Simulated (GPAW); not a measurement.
# How the form of the self-energy moves the gap of K2S (Fm-3m)

How much does the gap of K2S (Fm-3m) depend on the approximation to the self-energy?

Method: PBE and many-body steps on it, plane waves, in GPAW 26.7.0.

Most raw output is cut from this account.

## 1. Set-up

The structure is cubic, space group Fm-3m (No. 225). The conventional cell has a = 7.391 Å, b = 7.391 Å, c = 7.391 Å, α = 90.00°, β = 90.00°, γ = 90.00°. K has 4 S at 3.20 Å nearest. S has 8 K at 3.20 Å nearest. Farther neighbours and most contacts between anions are not listed.

Coordinates:

```
K S
1.0
     0.00000    3.69550    3.69550
     3.69550    0.00000    3.69550
     3.69550    3.69550    0.00000
K S
2 1
Direct
  0.25000 0.25000 0.25000
  0.75000 0.75000 0.75000
  0.00000 0.00000 0.00000
```

The cell and positions come from the Crystallography Open Database and are kept as given unless a step says otherwise.

## 2. Empty states on the mesh, 4×4×4 mesh, 130 bands

This step: GPAW 26.7.0; DFT, PBE, plane waves, PAW.

The sums over transitions need many empty states on a uniform mesh; this step solves for them.

run.py

```python
import json
import numpy as np
from gpaw.mpi import world
from gpaw import GPAW

calc = GPAW('gs.gpw').fixed_density(kpts={'size': (4, 4, 4), 'gamma': True},
    nbands=151,
    convergence={'bands': 130},
    txt='nscf.txt')
calc.write('full.gpw', mode='all')
res = {}
kpts = calc.get_ibz_k_points()
res['kpts'] = kpts
res['eigenvalues'] = [calc.get_eigenvalues(kpt=k) for k in range(len(kpts))]
res['n_electrons'] = calc.get_number_of_electrons()

if world.rank == 0:
    with open('result.json', 'w') as f:
        json.dump(res, f, default=lambda x: x.tolist())
```

Run with:

```console
> mpirun -n 4 gpaw python run.py
```

The job ended after 22 s (4 MPI ranks of Arm Neoverse V2, shared host; peak memory 0.79 GiB).

This step gave:

* gap: 2.399 eV
* k of the valence top: 0.5, 0.5, 0
* k of the conduction bottom: 0, 0, 0
* least direct gap: 2.596 eV
* k points computed: 8
* lowest point of the top converged band, above the valence top: 57.6102 eV

On this mesh the gap is 2.399 eV.

## 3. G0W0, Godby-Needs plasmon pole

Now the one-shot GW correction: screening in the RPA, then the self-energy of the levels asked for.

This step: G0W0 on PBE, plane waves, PAW.

run.py

```python
import json
import numpy as np
from gpaw.mpi import world
from gpaw.response.g0w0 import G0W0

gw = G0W0('full.gpw',
    filename='gw',
    kpts=[0, 5],
    bands=(10, 14),
    ecut=65,
    nbands=120,
    integrate_gamma='WS',
    ppa=True)
gw.calculate()
res = {mode: {k: v for k, v in r.items() if k != 'sigma_eskwn'}
       for mode, r in gw.all_results.items()}

if world.rank == 0:
    with open('result.json', 'w') as f:
        json.dump(res, f, default=lambda x: x.tolist())
```

Run with:

```console
> mpirun -n 4 gpaw python run.py
```

The job ended after 39 s (4 MPI ranks; peak memory 1.3 GiB).

This step gave:

- G0W0 gap on the points computed: 3.824 eV
- least direct G0W0 gap on the computed points: 4.019 eV
- Z at the valence top: 0.7956
- Z at the conduction bottom: 0.8539
- starting gap on the mesh: 2.399 eV
- k of the valence top: 0.5, 0.5, 0
- k of the conduction bottom: 0, 0, 0

The gap on the mesh goes from 2.40 eV to 3.82 eV, a correction of +1.43 eV.

## 4. G0W0, full frequency, Hilbert transform

Edit run.py of step 3 so:

```diff
@@ -12,3 +12,5 @@
     integrate_gamma='WS',
-    ppa=True)
+    frequencies={'type': 'nonlinear', 'domega0': 0.1, 'omega2': 15.0},
+    eta=0.1,
+    nblocksmax=True)
 gw.calculate()
```

Run with:

```console
> mpirun -n 4 gpaw python run.py
```

Wall time 55 s (4 MPI ranks); peak memory 1.4 GiB; 3.7 min of CPU time.

Numbers from this step:

```yaml
g0w0_gap_on_the_points_computed: 3.797 eV
least_direct_g0w0_gap_on_the_computed_points: 3.938 eV
z_at_the_valence_top: 0.7631
z_at_the_conduction_bottom: 0.8265
starting_gap_on_the_mesh: 2.399 eV
k_of_the_valence_top: 0.5, 0.5, 0
k_of_the_conduction_bottom: 0, 0, 0
```

Against G0W0 in GPAW (4×4×4 mesh, 120 bands, screening to 65 eV, Godby-Needs plasmon pole), the gap moves by −0.027 eV.

## 5. G0W0, multipole

Edit run.py of step 4 so:

```diff
@@ -12,5 +12,3 @@
     integrate_gamma='WS',
-    frequencies={'type': 'nonlinear', 'domega0': 0.1, 'omega2': 15.0},
-    eta=0.1,
-    nblocksmax=True)
+    mpa={'npoles': 4, 'wrange': [0, 40], 'varpi': 20.0, 'eta0': 0.01, 'eta_rest': 1.0, 'alpha': 1})
 gw.calculate()
```

Run with:

```console
> mpirun -n 4 gpaw python run.py
```

The job ended after 52 s (4 MPI ranks; peak memory 1.3 GiB; 3.4 min of CPU time).

Numbers from this step:

| Property | Result |
| --- | --- |
| G0W0 gap on the points computed | 3.798 eV |
| least direct G0W0 gap on the computed points | 3.984 eV |
| starting gap on the mesh | 2.399 eV |
| k of the valence top | 0.5, 0.5, 0 |
| k of the conduction bottom | 0, 0, 0 |

Against G0W0 in GPAW (4×4×4 mesh, 120 bands, screening to 65 eV, Godby-Needs plasmon pole), the gap moves by −0.026 eV.

## 6. Side by side

Times are wall times on 4 MPI ranks of Arm Neoverse V2, shared host, good to a factor of about two.

| run | mesh | bands | screening cutoff (eV) | DFT gap (eV) | gap on the mesh (eV) | direct (eV) | time |
| --- | --- | --- | --- | --- | --- | --- | --- |
| G0W0, Godby-Needs plasmon pole | 4×4×4 | 120 | 65 | 2.399 | 3.824 | 4.019 | 39 s |
| G0W0, full frequency, Hilbert transform | 4×4×4 | 120 | 65 | 2.399 | 3.797 | 3.938 | 55 s |
| G0W0, multipole | 4×4×4 | 120 | 65 | 2.399 | 3.798 | 3.984 | 52 s |

## 7. Results

| Quantity | Value |
| --- | --- |
| G0W0, Godby-Needs plasmon pole | 3.824 eV |
| G0W0, full frequency, Hilbert transform | 3.797 eV |
| G0W0, multipole | 3.798 eV |
| known limits | not at the basis limit |

What this shows: G0W0, full frequency, Hilbert transform: −0.027 eV against G0W0, Godby-Needs plasmon pole. G0W0, multipole: −0.026 eV against G0W0, Godby-Needs plasmon pole. Bands and cutoff are finite, so the gap is not at the basis limit. The miss can reach some tenths of an eV and take either sign; the mesh is an error of its own. These stock PAW sets were not made for GW. In the G0W0 runs levels were corrected at 2 k points alone, so a gap called «on the mesh» is the least over those, and an edge elsewhere would be missed.

[Paths, hosts, dates, memory and timing lines, banners, echoed tables and standing remarks are left out of the program output.]

[Logs are printed without paths, hosts, clocks, repeated set-up lines and the standing remarks that a program may print on its own settings, such as how far it seeks lower states.]

[Runs of the session that timed out or met a known fault of the program may be left out.]

[Hosts, paths, dates, database ids (printed as entryN), source tags and the programs' standing remarks are cut or masked in the printed files.]
